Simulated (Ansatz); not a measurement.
**LiF: a prediction, then the measurements**

Computed with Ansatz 0.2.0, DFT PBE, scalar-relativistic, plane waves, PAW.

Cutoff 420 eV; k points 10×10×10 on the computed 2-atom cell (Γ-centred); Gaussian smearing, width 0.02 eV; no spin polarisation.

Relaxed structure:

```cif
data_structure
_symmetry_space_group_name_H-M 'Fm-3m'
_symmetry_Int_Tables_number 225
_cell_length_a 4.0688
_cell_length_b 4.0688
_cell_length_c 4.0688
_cell_angle_alpha 90.000
_cell_angle_beta 90.000
_cell_angle_gamma 90.000
_cell_volume 67.36
loop_
_atom_site_label
_atom_site_type_symbol
_atom_site_symmetry_multiplicity
_atom_site_Wyckoff_symbol
_atom_site_fract_x
_atom_site_fract_y
_atom_site_fract_z
_atom_site_occupancy
Li1 Li 4 b 0.50000 0.00000 0.00000 1
F1 F 4 a 0.00000 0.00000 0.00000 1
```

| Property | Result |
| --- | --- |
| Space group | Fm-3m (No. 225) |
| Volume per atom | 8.42 Å³ |
| Formation energy from the elements' standard states (uncorrected) | -2.945 eV/atom |
| Kohn–Sham band gap | 8.82 eV |
| Orbital (Löwdin) character of the top 1 eV of the valence band | F 2p 99 % |
| Orbital (Löwdin) character of the lowest 1 eV of the conduction band | Li 2s 63 %, F 2s 24 %, unprojected 9 % |
| Bader charge by site (e) | Li (1 in the cell) 0.90, F (1 in the cell) -0.90 |

**Against measurements.**

Against the measured lattice constant a of LiF, 4.0262 Å (298.15 K; a printed reference work (data compilation)), the calculated 4.069 Å is off by +1.1 %. The calculation is for 0 K without zero-point motion. Against the measured band gap of LiF, 14.2 eV (direct; a printed reference work (monograph)), the calculated 8.82 eV is off by -5.38 eV. Kohn–Sham gaps of semilocal functionals fall short of measured ones as a rule.

The cell was reached from a generator's guess, though it ends in a space group that the Crystallography Open Database lists for this formula. Löwdin shares on free-atom orbitals overweight diffuse shells in the empty bands.
